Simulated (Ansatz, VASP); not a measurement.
# Mg: 3 runs at one level of theory

The starting cell:

```
Mg
1.0
     3.20930    0.00000    0.00000
    -1.60465    2.77934    0.00000
     0.00000    0.00000    5.21030
Mg
2
Direct
  0.66667 0.33333 0.75000
  0.33333 0.66667 0.25000
```

Alike in all runs: task relaxation of cell and atoms; functional BLYP; dispersion D4; k mesh 10 × 10 × 5; occupations fermi-dirac, width 0.05 eV; no spin polarisation; no spin-orbit coupling.

```
                        program and potentials  plane-wave cutoff (eV)                                                                                          notes  equilibrium volume (Å³/atom)
                            Ansatz, Ansatz PAW                     420  potentials made for PBE, which Ansatz adapts in part; 10 valence electrons an atom on average                         23.22
                VASP, PBE PAW files Mg, 600 eV                     600                                potentials made for PBE; 2 valence electrons an atom on average                         23.22
Ansatz, all-electron LAPW, scalar-relativistic                       -                                                                                              -                         23.22
```

All agree on the equilibrium volume. Some sets were made for another functional than the one run, which can shift their rows. Relaxations stop with a little pressure left, so the last digit of a volume isn't settled.

The functional is the same throughout but for its coding, so the spread measures potentials, basis and numerics; runs on potential files found faulty are left out.
